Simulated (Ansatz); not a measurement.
# ZrS₂: computed DOS

```
CELL_PARAMETERS angstrom
3.68520 0.00000 0.00000
-1.84260 3.19148 0.00000
0.00000 0.00000 6.75584
ATOMIC_POSITIONS crystal
Zr 0.00000 0.00000 0.00000
S 0.33333 0.66667 0.21439
S 0.66667 0.33333 0.78561
```

The structure comes from a relaxation in the same program, started in the CdI2 type, and has space group P-3m1. Whether it is a known phase or the ground state wasn't checked.

Computed with Ansatz 0.2.0, DFT, PBE, all-electron LAPW, scalar-relativistic.

Sampling and basis: a Γ-centred 12×12×7 k mesh, Fermi–Dirac smearing of 0.05 eV, basis error target 1 meV/atom, no spin polarisation.

States per eV and cell, averaged over 0.6 eV, from -12.4 to 3.6 eV, with energies (bin centres) from the valence-band top; empty bins are left out. The partial columns, the largest 4 alone, are projections on Löwdin-orthogonalised atomic shells (those that the program's projection atoms carry: the occupied ones and, for some elements, an empty d or f shell; other empty shells have no column), summed over atoms of an element. Weights on diffuse s and p shells depend on that basis and aren't pure angular character.

| E (eV) | total | S 3p | Zr 4d | S 3s | Zr 5s |
| --- | --- | --- | --- | --- | --- |
| -12.2 | 0.55 | 0.01 | 0.00 | 0.36 | 0.17 |
| -11.6 | 2.44 | 0.02 | 0.27 | 1.89 | 0.23 |
| -11.0 | 3.68 | 0.02 | 0.29 | 3.27 | 0.04 |
| -4.4 | 0.01 | 0.01 | 0.00 | 0.00 | 0.00 |
| -3.8 | 1.52 | 0.97 | 0.36 | 0.03 | 0.13 |
| -3.2 | 4.05 | 2.79 | 0.95 | 0.10 | 0.13 |
| -2.6 | 3.43 | 2.32 | 0.97 | 0.04 | 0.06 |
| -2.0 | 4.51 | 3.27 | 1.03 | 0.11 | 0.03 |
| -1.4 | 2.19 | 1.84 | 0.25 | 0.03 | 0.02 |
| -0.8 | 3.04 | 2.72 | 0.23 | 0.03 | 0.01 |
| -0.2 | 1.24 | 1.17 | 0.05 | 0.00 | 0.00 |
| 1.0 | 0.07 | 0.01 | 0.05 | 0.00 | 0.00 |
| 1.6 | 1.93 | 0.36 | 1.45 | 0.03 | 0.03 |
| 2.2 | 1.97 | 0.34 | 1.54 | 0.01 | 0.01 |
| 2.8 | 1.91 | 0.45 | 1.38 | 0.00 | 0.01 |
| 3.4 | 4.13 | 0.55 | 3.42 | 0.01 | 0.08 |

Problem. Which of the resolved shells contributes most in the top eV of the valence band?

Solution. S 3p, with 92 % of all states there; Zr 4d follows with 6 %.

Problem. Where is the centre of the filled Zr 4d states between -13 eV and the top of the filled states?

Solution. -3.64 eV from the valence-band top.
